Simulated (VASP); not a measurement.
Set up this calculation in VASP 6.6.1, as the native input.

```
Task                   : relaxation of cell and atoms
Functional             : PBE
Potentials or basis    : VASP PAW PBE potentials, release 64 (Ta_pv, N)
Cutoff                 : 600 eV
k mesh                 : 9 × 9 × 12
Occupations            : gaussian, width 0.1 eV
Spin                   : no spin polarisation
Dipole correction      : no
Further INCAR settings : ALGO = Fast; EDIFF = 1e-06; IBRION = 2; EDIFFG = -0.01; NSW = 100; ISIF = 3
```

The structure of TaN lies in POSCAR:

```
TaN
1.0
    5.2084956200      0.0000000000      0.0000000000
   -2.6042478100      4.5106892600      0.0000000000
    0.0000000000      0.0000000000      2.9147477100
Ta N
3 3
Direct
    0.0000000000      0.0000000000      0.0000000000
    0.3333333400      0.6666666900      0.5000000000
    0.6666666900      0.3333333400      0.5000000000
    0.3923921600      0.0000000000      0.0000000000
    0.6076078400      0.6076078400      0.0000000000
    0.0000000000      0.3923921600      0.0000000000
```

The cell comes from a database or a generator and needn't be the stable form of this composition.

One way to write it, as run:

INCAR

```
SYSTEM = TaN
ALGO = Fast
EDIFF = 1E-6
EDIFFG = -0.01
ENCUT = 600
GGA = PE
IBRION = 2
ISIF = 3
ISMEAR = 0
LASPH = .True.
LCHARG = .False.
LREAL = .False.
LWAVE = .False.
NELM = 100
NSW = 100
PREC = Accurate
SIGMA = 0.1
```

KPOINTS

```
k-points
0
Gamma
  9 9 12
  0 0 0
```

Potentials or basis: VASP PAW PBE potentials, release 64 (Ta_pv, N).

Launch:

```console
$ cat potpaw_PBE.64/Ta_pv/POTCAR potpaw_PBE.64/N/POTCAR > POTCAR
$ mpirun -np 1 vasp_std > vasp.out
```

Results of the run:

| Quantity | Value |
| --- | --- |
| Relaxed volume | 11.54 Å³/atom |
| Relaxed cell | a = 5.230 Å, b = 5.230 Å, c = 2.923 Å, α = 90.00°, β = 90.00°, γ = 120.00° |
| Space group after relaxing (to 0.05 Å) | P-62m (No. 189) |
| Energy gained by relaxing | 1.5 meV/atom |
| Ionic steps | 6 |
| Pressure after relaxing | 0.1 GPa |
| Largest force after relaxing | 0.006 eV/Å |
| Band gap on the k mesh | none (metal or under the smearing width) |

Run time: 8.5 min on 1 thread of Intel(R) Xeon(R) Platinum 8488C (Sapphire Rapids) (shared host), peak memory 0.32 GiB.
